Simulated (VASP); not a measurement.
# GaN (Fm-3m) in VASP: further runs

One crystal, GaN, is run at these levels: PBE; tasks: single point, relaxation of cell and atoms.

Everything below comes from runs of VASP 6.6.1. Logs are shortened: lines on timing, memory, paths and dates and some standing lists are left out, and cuts for length are marked.

### Step 1. The structure

The structure is cubic, space group Fm-3m (No. 225). The conventional cell has a = 4.268 Å, b = 4.268 Å, c = 4.268 Å, α = 90.00°, β = 90.00°, γ = 90.00°. Around Ga (site symmetry m-3m) lie 6 N at 2.13 Å. N (site symmetry m-3m) is surrounded by 6 Ga at 2.13 Å.

The cell was built by a generator and needn't be a form met in nature.

### Step 2. Single point, PBE

The input, INCAR:

```
SYSTEM = GaN
ALGO = Normal ; EDIFF = 1E-7
ENCUT = 520 ; GGA = PE
ISIF = 2 ; ISMEAR = 0
LASPH = .TRUE. ; LCHARG = .FALSE.
LREAL = .FALSE. ; LWAVE = .FALSE.
NBANDS = 16 ; NELM = 100
PREC = Accurate ; SIGMA = 0.02
```

The input, KPOINTS:

```
k-points
0
G
  14 14 14
  0 0 0
```

The input, POSCAR:

```
GaN
1.0
    0.0000000000      2.1339693047      2.1339693047
    2.1339693047      0.0000000000      2.1339693047
    2.1339693047      2.1339693047      0.0000000000
Ga N
1 1
Direct
    0.5000000000      0.5000000000      0.5000000000
    0.0000000000      0.0000000000      0.0000000000
```

Potentials or basis: VASP PAW PBE potentials, release 64 (Ga_d, N).

Command:

```
> cat potpaw_PBE.64/Ga_d/POTCAR potpaw_PBE.64/N/POTCAR > POTCAR
> mpirun -np 1 vasp_std > vasp.out
```

OUTCAR:

```text
SYSTEM = GaN
   EDIFF = 1E-7
   ENCUT = 520
   GGA = PE
   ISIF = 2
   ISMEAR = 0
   LASPH = .TRUE.
   LREAL = .FALSE.
   NELM = 100
   PREC = Accurate

 ion  position               nearest neighbor table
   1  0.500  0.500  0.500-   2 2.13   2 2.13   2 2.13   2 2.13   2 2.13   2 2.13
   2  0.000  0.000  0.000-   1 2.13   1 2.13   1 2.13   1 2.13   1 2.13   1 2.13

  LATTYP: Found a face centered cubic cell.
 ALAT       =     4.2679386094

  Lattice vectors:

 A1 = (   0.0000000000,   2.1339693047,   2.1339693047)
 A2 = (   2.1339693047,   0.0000000000,   2.1339693047)
 A3 = (   2.1339693047,   2.1339693047,   0.0000000000)

Analysis of symmetry for initial positions (statically):
=====================================================================
 Subroutine PRICEL returns:
 Original cell was already a primitive cell.

 Routine SETGRP: Setting up the symmetry group for a
 face centered cubic supercell.

 Subroutine GETGRP returns: Found 48 space group operations
 (whereof 48 operations were pure point group operations)
 out of a pool of 48 trial point group operations.

The static configuration has the point symmetry O_h .

Analysis of symmetry for dynamics (positions and initial velocities):
=====================================================================
 Subroutine PRICEL returns:
 Original cell was already a primitive cell.

 Routine SETGRP: Setting up the symmetry group for a
 face centered cubic supercell.

 Subroutine GETGRP returns: Found 48 space group operations
 (whereof 48 operations were pure point group operations)
 out of a pool of 48 trial point group operations.

The dynamic configuration has the point symmetry O_h .

 Subroutine INISYM returns: Found 48 space group operations
 (whereof 48 operations are pure point group operations),
 and found     1 'primitive' translations

----------------------------------------------------------------------------------------

                                     Primitive cell

  volume of cell :      19.4354

  direct lattice vectors                    reciprocal lattice vectors
     0.000000000  2.133969305  2.133969305    -0.234305151  0.234305151  0.234305151
     2.133969305  0.000000000  2.133969305     0.234305151 -0.234305151  0.234305151
     2.133969305  2.133969305  0.000000000     0.234305151  0.234305151 -0.234305151

  length of vectors
     3.017888332  3.017888332  3.017888332     0.405828426  0.405828426  0.405828426

  position of ions in fractional coordinates (direct lattice)
     0.500000000  0.500000000  0.500000000
     0.000000000  0.000000000  0.000000000

  ion indices of the primitive-cell ions
   primitive index   ion index
                 1           1
                 2           2

----------------------------------------------------------------------------------------

 KPOINTS: k-points

Automatic generation of k-mesh.
 Grid dimensions read from file:
 generate k-points for:   14   14   14

 Generating k-lattice:

  Cartesian coordinates                     Fractional coordinates (reciprocal lattice)
    -0.016736082  0.016736082  0.016736082     0.071428571  0.000000000  0.000000000
     0.016736082 -0.016736082  0.016736082     0.000000000  0.071428571  0.000000000
     0.016736082  0.016736082 -0.016736082     0.000000000  0.000000000  0.071428571

  Length of vectors
     0.028987745  0.028987745  0.028987745

  Shift w.r.t. Gamma in fractional coordinates (k-lattice)
     0.000000000  0.000000000  0.000000000

 Subroutine IBZKPT returns following result:
 ===========================================

 Found    104 irreducible k-points:

 Following reciprocal coordinates:
            Coordinates               Weight
  0.000000  0.000000  0.000000      1.000000
  0.071429  0.000000  0.000000      8.000000
  0.142857  0.000000  0.000000      8.000000
  0.214286  0.000000  0.000000      8.000000
  0.285714  0.000000  0.000000      8.000000
  0.357143  0.000000  0.000000      8.000000
[... 16 lines left out ...]
  0.214286  0.142857  0.000000     24.000000
  0.285714  0.142857  0.000000     24.000000
 [... further k-points ...]
   k-points           NKPTS =    104   k-points in BZ     NKDIM =    104   number of bands    NBANDS=     16
   number of dos      NEDOS =    301   number of ions     NIONS =      2
   total plane-waves  NPLWV =  13824
   dimension x,y,z NGX =    24 NGY =   24 NGZ =   24
   dimension x,y,z NGXF=    48 NGYF=   48 NGZF=   48
   ions per type =               1   1
   NGX,Y,Z   is equivalent  to a cutoff of  13.22, 13.22, 13.22 a.u.
   NGXF,Y,Z  is equivalent  to a cutoff of  26.44, 26.44, 26.44 a.u.
 SYSTEM =  GaN
   PREC   = accura    normal or accurate (medium, high low for compatibility)
   ISTART =      0    job   : 0-new  1-cont  2-samecut
   ICHARG =      2    charge: 1-file 2-atom 10-const
   ISPIN  =      1    spin polarized calculation?
   LNONCOLLINEAR =      F non collinear calculations
   LSORBIT =      F    spin-orbit coupling
   LASPH  =      T    aspherical Exc in radial PAW
   ENCUT  =  520.0 eV  38.22 Ry    6.18 a.u.   5.61  5.61  5.61*2*pi/ulx,y,z
   NELM   =    100;   NELMIN=  2; NELMDL= -5     # of ELM steps
   EDIFF  = 0.1E-06   stopping-criterion for ELM
   LREAL  =      F    real-space projection
   EDIFFG = 0.1E-05   stopping-criterion for IOM
   NSW    =      0    number of steps for IOM
   IBRION =     -1    ionic relax: 0-MD 1-quasi-New 2-CG
   NFREE  =      0    steps in history (QN), initial steepest desc. (CG)
   ISIF   =      2    stress and relaxation
   ISYM   =      2    0-nonsym 1-usesym 2-fastsym
   POTIM  = 0.5000    time-step for ionic-motion
   TEBEG  =    0.0;   TEEND  =   0.0 temperature during run
   PSTRESS=    0.0 pullay stress
   NELECT =      18.0000    total number of electrons
   NUPDOWN=      -1.0000    fix difference up-down
   EMIN   =  10.00;   EMAX   =-10.00  energy-range for DOS
   EFERMI =   0.00;   METHOD = LEGACY
   ISMEAR =     0;   SIGMA  =   0.02  broadening in eV -4-tet -1-fermi 0-gaus
   EFERMI_NEDOS =   21; number of points for ismear=-14 and -15
   IALGO  =     38    algorithm
   IMIX   =      4    mixing-type and parameters
     AMIX     =   0.40;   BMIX     =  1.00
     AMIX_MAG =   1.60;   BMIX_MAG =  1.00
  volume/ion in A,a.u.               =       9.72        65.58
[... 38 lines left out ...]
      3      -6.4631      2.00000
      4      -6.4631      2.00000
      5      -6.3756      2.00000
      6      -6.3756      2.00000
[... 8 lines left out ...]
     15      22.9444      0.00000
     16      22.9444      0.00000

 k-point     2 :       0.0714    0.0000    0.0000
  band No.  band energies     occupation
      1      -9.3803      2.00000
      2      -6.4665      2.00000
      3      -6.4576      2.00000
      4      -6.4576      2.00000
      5      -6.3823      2.00000
      6      -6.3823      2.00000
[... 8 lines left out ...]
     15      23.0620      0.00000
     16      23.0621      0.00000

 k-point     3 :       0.1429    0.0000    0.0000
  band No.  band energies     occupation
      1      -9.0951      2.00000
      2      -6.4761      2.00000
      3      -6.4546      2.00000
      4      -6.4546      2.00000
      5      -6.3885      2.00000
      6      -6.3885      2.00000
[... 8 lines left out ...]
     15      23.6034      0.00000
     16      23.6034      0.00000

 k-point     4 :       0.2143    0.0000    0.0000
  band No.  band energies     occupation
      1      -8.6384      2.00000
      2      -6.4894      2.00000
      3      -6.4821      2.00000
      4      -6.4821      2.00000
      5      -6.3653      2.00000
      6      -6.3652      2.00000
[... 8 lines left out ...]
     15      24.5409      0.00000
     16      24.5409      0.00000

 k-point     5 :       0.2857    0.0000    0.0000
  band No.  band energies     occupation
      1      -8.0463      2.00000
      2      -6.5249      2.00000
      3      -6.5249      2.00000
      4      -6.5031      2.00000
      5      -6.3265      2.00000
      6      -6.3265      2.00000
[... 8 lines left out ...]
     15      25.8178      0.00000
     16      25.8178      0.00000

 k-point     6 :       0.3571    0.0000    0.0000
  band No.  band energies     occupation
      1      -7.3935      2.00000
      2      -6.5655      2.00000
      3      -6.5655      2.00000
      4      -6.5126      2.00000
      5      -6.2891      2.00000
      6      -6.2891      2.00000
[... 8 lines left out ...]
     15      27.3757      0.00000
     16      27.3757      0.00000

 k-point     7 :       0.4286    0.0000    0.0000
  band No.  band energies     occupation
      1      -6.8377      2.00000
      2      -6.5938      2.00000
      3      -6.5938      2.00000
      4      -6.5060      2.00000
      5      -6.2625      2.00000
      6      -6.2625      2.00000
[... 8 lines left out ...]
     15      29.0941      0.00000
     16      29.0941      0.00000

 k-point     8 :       0.5000    0.0000    0.0000
  band No.  band energies     occupation
      1      -6.6404      2.00000
      2      -6.6040      2.00000
      3      -6.6040      2.00000
      4      -6.4644      2.00000
      5      -6.2530      2.00000
      6      -6.2530      2.00000
[... 8 lines left out ...]
     15      30.2546      0.00000
     16      30.2546      0.00000

 k-point     9 :       0.0714    0.0714    0.0000
  band No.  band energies     occupation
      1      -9.3493      2.00000
      2      -6.4712      2.00000
      3      -6.4529      2.00000
      4      -6.4529      2.00000
      5      -6.3987      2.00000
      6      -6.3705      2.00000
[... 8 lines left out ...]
     15      24.2898      0.00000
     16      24.2899      0.00000
[... 172 lines left out ...]
 k-point    19 :      -0.2143    0.0714    0.0000
  band No.  band energies     occupation
      1      -8.3929      2.00000
      2      -6.5056      2.00000
      3      -6.5009      2.00000
      4      -6.4824      2.00000
      5      -6.3770      2.00000
      6      -6.3041      2.00000
[... 8 lines left out ...]
     15      24.0115      0.00000
     16      26.2223      0.00000

 k-point    20 :      -0.1429    0.0714    0.0000
  band No.  band energies     occupation
      1      -8.8842      2.00000
      2      -6.4838      2.00000
      3      -6.4626      2.00000
      4      -6.4566      2.00000
      5      -6.4138      2.00000
      6      -6.3474      2.00000
[... 8 lines left out ...]
     15      23.6198      0.00000
     16      25.1508      0.00000

 k-point    21 :      -0.0714    0.0714    0.0000
  band No.  band energies     occupation
      1      -9.2220      2.00000
      2      -6.4732      2.00000
      3      -6.4522      2.00000
      4      -6.4483      2.00000
      5      -6.4084      2.00000
      6      -6.3714      2.00000
[... 8 lines left out ...]
     15      23.4956      0.00000
     16      24.2480      0.00000

 k-point    22 :       0.1429    0.1429    0.0000
  band No.  band energies     occupation
      1      -8.9913      2.00000
      2      -6.4941      2.00000
      3      -6.4382      2.00000
      4      -6.4230      2.00000
      5      -6.4230      2.00000
      6      -6.3563      2.00000
[... 8 lines left out ...]
     15      26.4613      0.00000
     16      26.4613      0.00000

 k-point    23 :       0.2143    0.1429    0.0000
  band No.  band energies     occupation
      1      -8.6916      2.00000
      2      -6.5077      2.00000
      3      -6.4554      2.00000
      4      -6.4150      2.00000
      5      -6.3815      2.00000
      6      -6.3406      2.00000
[... 8 lines left out ...]
     15      26.8483      0.00000
     16      27.2594      0.00000

 k-point    24 :       0.2857    0.1429    0.0000
  band No.  band energies     occupation
      1      -8.2733      2.00000
      2      -6.5211      2.00000
      3      -6.4641      2.00000
      4      -6.4359      2.00000
      5      -6.3078      2.00000
      6      -6.2964      2.00000
[... 8 lines left out ...]
     15      26.9169      0.00000
     16      27.9786      0.00000

 [... further k-points ...]

------------------------ aborting loop because EDIFF is reached ----------------------------------------

  FORCE on cell =-STRESS in cart. coord.  units (eV):
  Direction    XX          YY          ZZ          XY          YZ          ZX
  --------------------------------------------------------------------------------------
  -------------------------------------------------------------------------------------
  Total        0.0968811      0.0968811      0.0968811      0.0000000      0.0000000      0.0000000
  in kB        7.9864781      7.9864781      7.9864781      0.0000000      0.0000000      0.0000000
  external PRESSURE =       7.9864781 kB  Pullay stress =       0.0000000 kB

 VOLUME and BASIS-vectors are now :
 -----------------------------------------------------------------------------
  energy-cutoff  :      520.00
  volume of cell :       19.44
      direct lattice vectors                 reciprocal lattice vectors
     0.000000000  2.133969305  2.133969305    -0.234305151  0.234305151  0.234305151
     2.133969305  0.000000000  2.133969305     0.234305151 -0.234305151  0.234305151
     2.133969305  2.133969305  0.000000000     0.234305151  0.234305151 -0.234305151

 POSITION                                       TOTAL-FORCE (eV/Angst)
 -----------------------------------------------------------------------------------
      2.13397      2.13397      2.13397         0.000000      0.000000      0.000000
      0.00000      0.00000      0.00000        -0.000000     -0.000000     -0.000000
 -----------------------------------------------------------------------------------
    total drift:                                0.000000     -0.000000      0.000000

  FREE ENERGIE OF THE ION-ELECTRON SYSTEM (eV)
  ---------------------------------------------------
  free  energy   TOTEN  =       -11.2066408132 eV

  energy  without entropy=      -11.2066408132  energy(sigma->0) =      -11.20664081
```

Wall time 11 s (1 thread of Intel Xeon 6975P-C (Granite Rapids), shared host); peak memory 0.15 GiB.

Results:

```
Free energy            : -11.2066 eV
Pressure               : 0.8 GPa
Band gap on the k mesh : 0.41 eV, indirect (least direct gap 2.39 eV)
```

### Step 3. Relaxation of cell and atoms, PBE

The input, INCAR:

```
SYSTEM = GaN
ALGO = Fast
EDIFF = 1E-7
EDIFFG = -0.01
ENCUT = 600
GGA = PE
IBRION = 2
ISIF = 3
ISMEAR = 0
LASPH = .True.
LCHARG = .False.
LREAL = .False.
LWAVE = .False.
NELM = 100
NSW = 100
PREC = Accurate
SIGMA = 0.02
```

The input, KPOINTS:

```
k-points
0
Gamma
  14 14 14
  0 0 0
```

The input, POSCAR:

```
GaN
1.0
    0.0000000000      2.1337343016      2.1337343016
    2.1337343016      0.0000000000      2.1337343016
    2.1337343016      2.1337343016      0.0000000000
Ga N
1 1
Direct
    0.5000000000      0.5000000000      0.5000000000
    0.0000000000      0.0000000000      0.0000000000
```

Potentials or basis: VASP PAW PBE potentials, release 64 (Ga_d, N).

Command:

```
> cat potpaw_PBE.64/Ga_d/POTCAR potpaw_PBE.64/N/POTCAR > POTCAR
> mpirun -np 1 vasp_std > vasp.out
```

Wall time 23 s (1 thread of Intel Xeon 6975P-C (Granite Rapids), shared host); peak memory 0.17 GiB.

The run converged. Its results:

```yaml
Free_energy: -11.2085 eV
Relaxed_volume: 9.75 Å³/atom
Relaxed_cell: a = 3.021 Å, b = 3.021 Å, c = 3.021 Å, α = 60.00°, β = 60.00°, γ = 60.00°
Space_group_after_relaxing_to_0.05_Å: Fm-3m (No. 225)
Energy_gained_by_relaxing: 0.1 meV/atom
Ionic_steps: 3
Pressure_after_relaxing: 0.0 GPa
Band_gap_on_the_k_mesh: 0.39 eV, indirect (least direct gap 2.35 eV)
```

The path:
```csv
step,energy change (eV),largest force (eV/Å),pressure (GPa),volume (Å³)
1,0.0000,0.0000,0.68,19.43
2,0.0000,0.0000,-0.57,19.55
3,-0.0001,0.0000,0.00,19.49
```

Final structure:
```
CELL_PARAMETERS angstrom
0.00000 2.13608 2.13608
2.13608 0.00000 2.13608
2.13608 2.13608 0.00000
ATOMIC_POSITIONS crystal
Ga 0.50000 0.50000 0.50000
N 0.00000 0.00000 0.00000
```

Levels at points of the mesh, in eV from the valence-band top:
```csv
k point,band 6,band 7,band 8,band 9,band 10,band 11,band 12,band 13
"(0.00, 0.00, 0.00)",-13.92,-0.48,-0.48,-0.48,1.87,14.53,14.53,14.53
"(0.50, 0.00, 0.00)",-13.80,-8.09,-0.17,-0.17,4.56,8.91,8.91,8.98
"(0.50, 0.50, 0.00)",-11.06,-6.88,-2.93,-2.93,0.39,7.79,11.60,14.08
```

### Step 4. Single point, PBE

This run uses another cell than the first one: it holds 8 atoms, not 2.

The input, INCAR:

```
PREC = Accurate
ENCUT = 520
EDIFF = 1E-6
ISMEAR = 0
SIGMA = 0.1
LREAL = F
LASPH = T
NELM = 100
ALGO = Fast
ISIF = 2
LWAVE = F
LCHARG = T
GGA = PE
LELF = T
LVHAR = T
NBANDS = 46
```

The input, KPOINTS:

```
Automatic mesh
0
Gamma
  4 6 6
```

The input, POSCAR:

```
GaN
1.0
    5.9516609400      0.0000000000      0.0000000000
    0.0000000000      3.3887979800      0.0000000000
    0.0000000000      0.0000000000      3.2087323100
Ga N
4 4
Direct
    0.7500000000      0.0000000000      0.3554073800
    0.0000000000      0.5000000000      0.0000000000
    0.2500000000      0.0000000000      0.6445926200
    0.5000000000      0.5000000000      0.0000000000
    0.7500000000      0.5000000000      0.6445926200
    0.0000000000      0.0000000000      0.0000000000
    0.2500000000      0.5000000000      0.3554073800
    0.5000000000      0.0000000000      0.0000000000
```

Command:

```
> cat potpaw_PBE.64/Ga_d/POTCAR potpaw_PBE.64/N/POTCAR > POTCAR
> mpirun -np 1 vasp_std > vasp.out
```

Wall time 68 s (1 thread of Intel Xeon 6975P-C (Granite Rapids), shared host); peak memory 0.24 GiB.

It converged, with:

| Property | Result |
| --- | --- |
| Free energy | -36.0989 eV |
| Pressure | 107.0 GPa |
| Largest force | 5.295 eV/Å |
| Band gap on the k mesh | 0.76 eV, indirect (least direct gap 0.80 eV) |

Forces in eV/Å, atoms in the order of the input:
```
Ga   0.000  0.000  3.566
Ga   0.000  0.000  0.000
Ga   0.000  0.000 -3.566
Ga   0.000  0.000  0.000
N    0.000  0.000 -5.295
N    0.000  0.000  0.000
N    0.000  0.000  5.295
N    0.000  0.000  0.000
```

Stress tensor (GPa, compression positive):
```
100.10   0.00   0.00
  0.00 165.91   0.00
  0.00   0.00  54.97
```

Levels at points of the mesh, in eV from the valence-band top:
```csv
k point,band 33,band 34,band 35,band 36,band 37,band 38,band 39,band 40
"(0.00, 0.00, 0.00)",-3.35,-1.75,-1.57,-0.23,1.80,2.66,4.17,4.92
"(0.50, 0.00, 0.00)",-2.34,-2.34,-1.71,-1.71,3.32,3.32,4.21,4.21
"(0.00, 0.50, 0.00)",-2.13,-1.64,-0.54,-0.03,0.76,4.10,4.63,6.06
"(0.50, 0.50, 0.00)",-1.22,-1.22,-0.78,-0.78,2.61,2.61,4.81,4.81
"(0.00, 0.00, 0.50)",-2.84,-2.69,-2.37,-0.95,3.36,3.91,5.72,5.78
"(0.50, 0.00, 0.50)",-3.12,-3.12,-1.87,-1.87,3.95,3.95,5.64,5.64
"(0.00, 0.50, 0.50)",-1.63,-0.50,-0.17,0.00,2.89,3.98,4.64,7.90
"(0.50, 0.50, 0.50)",-2.47,-2.47,-1.87,-1.87,5.03,5.03,5.58,5.58
```

Caveat: a pressure of tens of GPa on the cell as given is suspect, and the run, the potentials or the cell itself is likely at fault; forces of over 1 eV/Å show positions far from the minimum, so gaps and moduli don't describe the material at rest. As with any semilocal functional, this PBE gap is likely too small.

### Step 5. Summary

```tsv
task	cell	k mesh	cutoff (eV)	smearing	gap on the mesh (eV)	pressure (GPa)
single point	Fm-3m, 9.72 Å³/atom	14 × 14 × 14	520	gaussian 0.02 eV	0.41	0.8
relaxation of cell and atoms	relaxed	14 × 14 × 14	600	gaussian 0.02 eV	0.39	0.0
single point	Pmma, 8.09 Å³/atom	4 × 6 × 6	520	gaussian 0.1 eV	0.76	107.0
```

Alike in all rows: level PBE; potentials or basis VASP PAW PBE potentials, release 64 (Ga_d, N); no spin polarisation.

Caveats: a pressure of tens of GPa on the cell as given is suspect, and the run, the potentials or the cell itself is likely at fault (some runs); forces of over 1 eV/Å show positions far from the minimum, so gaps and moduli don't describe the material at rest (some runs).

Absolute energies hang on the potentials; compare differences alone.
